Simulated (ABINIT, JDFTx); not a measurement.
This is a calculation of HfC for ABINIT 10.8.3 (patched build). 

run.abi

```
# Pseudopotentials
pp_dirpath "./"
pseudos "Hf.GGA_PBE-JTH.xml, C.GGA_PBE-JTH.xml"

# Structure
structure "poscar:POSCAR"
natom 2

# Plane-wave basis
ecut 517.016339 eV
pawecutdg 38.0

# k points
kptopt 1
ngkpt 10 10 10
nshiftk 1
shiftk 0.0 0.0 0.0

# Exchange and correlation
ixc 11

# Bands and occupations
nband 12
occopt 3
tsmear 0.05 eV

# SCF cycle
nstep 100
tolvrs 1.0e-9

# Output
iomode 3
prtwf 0
prtden 0
prteig 0
prtebands 0
```

POSCAR

```
HfC
1.0
    0.0000000000      2.3250000000      2.3250000000
    2.3250000000      0.0000000000      2.3250000000
    2.3250000000      2.3250000000      0.0000000000
Hf C
1 1
Direct
    0.5000000000      0.5000000000      0.5000000000  Hf
    0.0000000000      0.0000000000      0.0000000000  C
```

Potentials or basis: JTH PAW PBE v2.0.

Command:

```console
$ abinit run.abi > log 2>&1
```

Problem. Set up the same calculation for JDFTx 1.7.0 (patched build). Potentials or basis there: PseudoDojo-SR-PBE-0.5-standard, cutoff 1116 eV.

Solution. As run (cutoffs and basis follow the program's own potentials, and thresholds, step limits or extra output files can differ):

File HfC.in:

```
lattice \
    0.0000000000     4.3936132398     4.3936132398 \
    4.3936132398     0.0000000000     4.3936132398 \
    4.3936132398     4.3936132398     0.0000000000
coords-type Lattice
ion Hf     0.5000000000     0.5000000000     0.5000000000 1
ion C      0.0000000000     0.0000000000     0.0000000000 1

ion-species pseudo/Hf.upf
ion-species pseudo/C.upf
elec-cutoff 41
elec-ex-corr gga-PBE
kpoint-folding 10 10 10
elec-smearing Fermi 0.0018374661
elec-n-bands 14
electronic-SCF nIterations 100 energyDiffThreshold 1e-08
electronic-minimize nIterations 30 energyDiffThreshold 1e-7
converge-empty-states yes
forces-output-coords Cartesian

dump-name run.$VAR
dump End Ecomponents EigStats BandEigs Kpoints Forces Stress
```

Potentials or basis: PseudoDojo-SR-PBE-0.5-standard.

Launch:

```sh
$ jdftx -c 1 -i HfC.in -o HfC.out
```

Both were run:

|  | ABINIT | JDFTx |
| --- | --- | --- |
| Pressure | 0.0 GPa | 0.4 GPa |

Pressure is positive in compression.
